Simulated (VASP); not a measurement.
A run of VASP 6.6.1 is set up as follows.

File INCAR:

```
  PREC = Accurate
  ENCUT = 520
  EDIFF = 1E-6
  ISMEAR = -1
  SIGMA = 0.13605693000000002
  LREAL = False
  LASPH = True
  NELM = 80
  ALGO = Normal
  ISIF = 2
  LWAVE = False
  LCHARG = False
  GGA = PE
  NBANDS = 16
```

The input KPOINTS:

```
regular mesh
0
Gamma
  8 8 8
```

The input POSCAR:

```
K
1.0
    0.0000000000      4.8252861205      4.8252861205
    4.8252861205      0.0000000000      4.8252861205
    4.8252861205      4.8252861205      0.0000000000
K
2
Direct
    0.0000000000      0.0000000000      0.0000000000
    0.2500000000      0.2500000000      0.2500000000
```

Potentials or basis: VASP PAW PBE potentials, release 64 (K_sv).

Command:

```console
$ cat potpaw_PBE.64/K_sv/POTCAR > POTCAR
$ mpirun -np 1 vasp_std > vasp.out
```

(1) What does it give for the band gap on the k mesh?

(2) What does it give for the pressure?

Answers

(1) none (metal or under the smearing width).

(2) 0.0 GPa.
